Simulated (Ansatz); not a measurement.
# TiTe2 in Ansatz: the effect of functional

Crystal: TiTe2.

```
Te Ti
1.0
     3.69990    0.00000    0.00000
    -1.84995    3.20420    0.00000
     0.00000    0.00000    6.36535
Te Ti
2 1
Direct
  0.33333 0.66667 0.73720
  0.66667 0.33333 0.26280
  0.00000 0.00000 0.00000
```

The cell isn't the ideal one: volume scaled by 0.94.

Alike in all runs:

```yaml
Program: Ansatz 0.2.0
Task: single point
Potentials_or_basis: Ansatz PAW
k_mesh: 8 × 8 × 4
Occupations: fermi-dirac, width 0.05 eV
Spin: no spin polarisation
```

| functional | cutoff | pressure (GPa) | largest force (eV/Å) |
| --- | --- | --- | --- |
| LDA | 420 eV (not typed: the program's choice for these potentials) | -0.1 | 0.22 |
| r2SCAN | 500 eV (not typed: the program's choice for these potentials) | ? | ? |
| PBE | 420 eV (not typed: the program's choice for these potentials) | 5.5 | 0.58 |

**Question.** What does the run with functional r2SCAN give?

**Answer.** Pressure 5.8 GPa; largest force 0.36 eV/Å.

Caveats: the PAW data sets come from PBE, with cores solved anew for the run's functional, which leaves a small shift of forces and pressure (some runs); this functional lacks dispersion, which binds the layers, so the pressure and a relaxed spacing across them are unreliable (some runs).
